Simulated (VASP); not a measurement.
KCl (Sylvite): single point with PBEsol

**Experimental background.**

From a printed reference work, monograph, for a bulk crystal of KCl: band gap 8.68 eV.

Crystal: KCl (Sylvite).

```
K Cl
1.0
     0.00000    3.10394    3.10394
     3.10394    0.00000    3.10394
     3.10394    3.10394    0.00000
K Cl
1 1
Direct
  0.00000 0.00000 0.00000
  0.50000 0.50000 0.50000
```

```yaml
Program: VASP 6.6.1
Task: single point
Functional: PBEsol
Potentials_or_basis: VASP PAW PBE potentials, release 64 (K_sv, Cl)
Cutoff: 520 eV
k_mesh: 6 × 6 × 6
Occupations: gaussian, width 0.01 eV
Spin: no spin polarisation
Dipole_correction: no
Further_INCAR_settings: ALGO = Normal; EDIFF = 1e-07; NBANDS = 15
```

```json
{"Pressure": "0.4 GPa", "Band gap on the k mesh": "5.15 eV, direct"}
```

Levels at points of the mesh, in eV from the valence-band top:
```csv
k point,band 6,band 7,band 8,band 9,band 10,band 11
"(0.00, 0.00, 0.00)",0.00,0.00,0.00,5.15,8.31,8.31
"(0.50, 0.00, 0.00)",-1.16,-0.37,-0.37,7.54,8.64,10.61
"(0.50, 0.50, 0.00)",-0.70,-0.24,-0.24,6.36,8.41,10.14
```

Run time: 9.6 s on 1 thread of Intel(R) Xeon(R) 6975P-C (Granite Rapids), with other jobs on the host, peak memory 0.2 GiB.

Measured gap of KCl: 8.68 eV (a printed reference work, monograph). This calculation gives 5.15 eV (-3.53 eV). The value is that of PBEsol, without temperature or zero-point motion. Semilocal functionals fall short of measured gaps as a rule.

Caveat: the PAW data sets were made with another functional, which shifts forces and pressure a little.
